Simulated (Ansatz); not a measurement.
Sb:

```
Sb
1.0
     4.52770    0.00000    0.00000
     0.00000    4.42110    0.00000
    -1.32052    0.00000    6.36435
Sb
4
Direct
  0.33993 0.25000 0.68367
  0.93664 0.75000 0.76276
  0.06336 0.25000 0.23724
  0.66007 0.75000 0.31633
```

This isn't the form of Sb at room conditions, which is rhombohedral.

Base run:

- Program: Ansatz 0.2.0
- Functional: PBEsol
- Potentials or basis: all-electron PAW datasets made for the crystal
- Cutoff: 140 eV
- Density cutoff: 700 eV
- k mesh: 6 × 6 × 4
- Occupations: fermi-dirac, width 0.05 eV
- Spin: no spin polarisation

Its results: pressure -2.3 GPa; largest force 0.145 eV/Å.

Q: The run is repeated on the same cell with these changes: functional from PBEsol to LDA; potentials or basis from all-electron PAW datasets made for the crystal to all-electron LAPW, scalar-relativistic; cutoff from 140 eV to 210 eV; density cutoff from 700 eV to 842 eV. What comes out?

A: Pressure -3.4 GPa; largest force 0.236 eV/Å.

Not every run made on this cell is shown here.
